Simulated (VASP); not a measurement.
Set up this calculation in VASP 6.6.1, as the native input.

| Quantity | Value |
| --- | --- |
| Task | single point |
| Functional | PBEsol |
| Potentials or basis | VASP PAW PBE potentials, release 64 (In, P) |
| Cutoff | 500 eV |
| k mesh | 8 × 8 × 8 |
| Occupations | gaussian, width 0.02 eV |
| Spin | no spin polarisation |
| Further INCAR settings | ALGO = Fast; EDIFF = 1e-07; NBANDS = 11 |

The structure of InP lies in POSCAR:

```
InP
4.1444
    0.000000000000      0.707098735643      0.707098735643
    0.707098735643      0.000000000000      0.707098735643
    0.707098735643      0.707098735643      0.000000000000
In P
1 1
Direct
    0.0000000000      0.0000000000      0.0000000000
    0.7500000000      0.7500000000      0.7500000000
```

One way to write it, as run:

INCAR

```
PREC = Accurate ; ENCUT = 500
EDIFF = 1E-7 ; ISMEAR = 0
SIGMA = 0.02 ; LREAL = False
LASPH = True ; NELM = 60
ALGO = Fast ; ISIF = 2
LWAVE = False ; LCHARG = True
GGA = PS ; LELF = True
LVHAR = True ; NBANDS = 11
```

KPOINTS

```
Automatic mesh
0
Gamma
  8 8 8
```

Potentials or basis: VASP PAW PBE potentials, release 64 (In, P).

Launch:

```console
$ cat potpaw_PBE.64/In/POTCAR potpaw_PBE.64/P/POTCAR > POTCAR
$ mpirun -np 1 vasp_std > vasp.out
```

It gave:

```yaml
Pressure: 2.6 GPa
Band_gap_on_the_k_mesh: 0.68 eV, direct
```

Caveat: the PAW data sets were made with another functional, which shifts forces and pressure a little; spin-orbit coupling is left out, which moves the levels of the heavy elements.

Wall time 14 s on 1 thread of AMD EPYC 9R14 (Zen 4), with other jobs on the host, peak memory 0.15 GiB.
